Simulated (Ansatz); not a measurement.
MgS: frozen-core PAW against all-electron methods

```xyz
4
Lattice="4.0543 0.0000 0.0000 -2.0272 3.5111 0.0000 0.0000 0.0000 6.4920" Properties=species:S:1:pos:R:3 pbc="T T T"
Mg    0.0000    2.3408   -0.0157
Mg    2.0272    1.1704    3.2303
S     0.0000    2.3408    2.4567
S     2.0272    1.1704    5.7027
```

Atoms are numbered in the order listed.

The conventional cell has a = 4.054 Å, b = 4.054 Å, c = 6.492 Å, α = 90.00°, β = 90.00°, γ = 120.00°. Around Mg (atom 1) lie 4 S at 2.47 Å. S (atom 3) has 4 Mg at 2.47 Å as nearest neighbours.

The structure comes from a relaxation in the same program, started in the wurtzite type, and has space group P6_3mc. Whether it is a known phase or the ground state wasn't checked.

Methods: DFT, PBE, PAW with Ansatz's default frozen-core files, scalar-relativistic (Ansatz 0.2.0); DFT, PBE, all-electron PAW with datasets made for the crystal, scalar-relativistic (Ansatz 0.2.0); DFT, PBE, all-electron LAPW, scalar-relativistic (Ansatz 0.2.0).

For PAW: a Γ-centred 12×12×7 k mesh, Fermi–Dirac smearing of 0.05 eV, cutoff 420 eV, no spin polarisation. The crystal-made all-electron datasets (AE datasets) take a cutoff of 200 eV at this cell. LAPW targets a basis error of 0.5 meV/atom. The Ansatz runs share mesh, smearing and spin set-up. Plane-wave (PAW) pressures include the program's estimate of the Pulay term.

Stress and pressure are positive in compression.

Levels count from the top of the valence band.

```
                             quantity     PAW  AE datasets    LAPW
                       pressure (GPa)    0.00         0.00    0.00
                        band gap (eV)   3.380        3.374   3.374
       highest filled level at M (eV)  -0.424       -0.425  -0.425
         lowest empty level at M (eV)   4.764        4.762   4.763
       highest filled level at A (eV)  -0.320       -0.320  -0.320
         lowest empty level at A (eV)   4.862        4.858   4.858
       highest filled level at Γ (eV)   0.000        0.000   0.000
         lowest empty level at Γ (eV)   3.380        3.374   3.374
field gradient Vzz at Mg1 (10²¹ V/m²)    0.14         0.15       –
 field gradient Vzz at S3 (10²¹ V/m²)   -0.17        -0.17       –
```

PAW's pressure differs from the LAPW value by about 0.01 GPa or less. Datasets made for the crystal and LAPW share parts of one code, so their agreement isn't an independent check.
